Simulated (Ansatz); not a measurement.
# Au: the cost of one run

Computed with Ansatz 0.2.0 (DFT PBE, scalar-relativistic, plane waves, PAW, unless a step's input says otherwise).

4 further runs of the same task are left out: 4 set aside as unsound or not needed.

## (1) Starting point

The structure is hexagonal, space group P6_3/mmc (No. 194). Conventional cell: a = 2.917 Å, b = 2.917 Å, c = 4.889 Å, α = 90.00°, β = 90.00°, γ = 120.00°. Around Au (site symmetry -6m2) lie 12 Au at 2.92 to 2.97 Å.

Structure file:

```xyz
2
Lattice="1.4582 -2.5259 0.0000 1.4582 2.5259 0.0000 0.0000 0.0000 4.8893" Properties=species:S:1:pos:R:3 pbc="T T T"
Au    1.4582   -0.8418    1.2223
Au    1.4582    0.8418    3.6670
```

It goes back to an entry of the Materials Project, which need not be the stable form.

This cell was relaxed beforehand with the same method: volume 18.01 Å³/atom, gap on the mesh none (metal).

## (2) The reference run: phonons at Γ

The input, input.yaml:

```yaml
crystal:
  lattice:
    - [1.4582280121, -2.525913646, 0.0]
    - [1.4582280121, 2.525913646, 0.0]
    - [0.0, 0.0, 4.8893443227]
  atoms:
    - { symbol: Au, position: [0.666636379, 0.333363621, 0.25] }
    - { symbol: Au, position: [0.333363621, 0.666636379, 0.75] }
basis:
  ecutwfc: 420
kpoints:
  mp_grid: { grid: [16, 16, 10] }
hamiltonian:
  xc: pbe
scf:
  occupations: { method: fermi_dirac, width: 0.15 }
output:
  eigenvalues: true
phonons:
  method: dfpt
```

On the command line:

```sh
> ansatz run input.yaml --threads 1 --pin off --max-ram 3072MiB --backend cpu --events-out ev --progress --plain --runs-dir out
```

Q: Estimate wall time and peak memory on 1 thread of Intel Xeon at 2.50GHz (Skylake/Cascade Lake), shared host.

About 4.7 min, with a peak of 1.1 GiB.
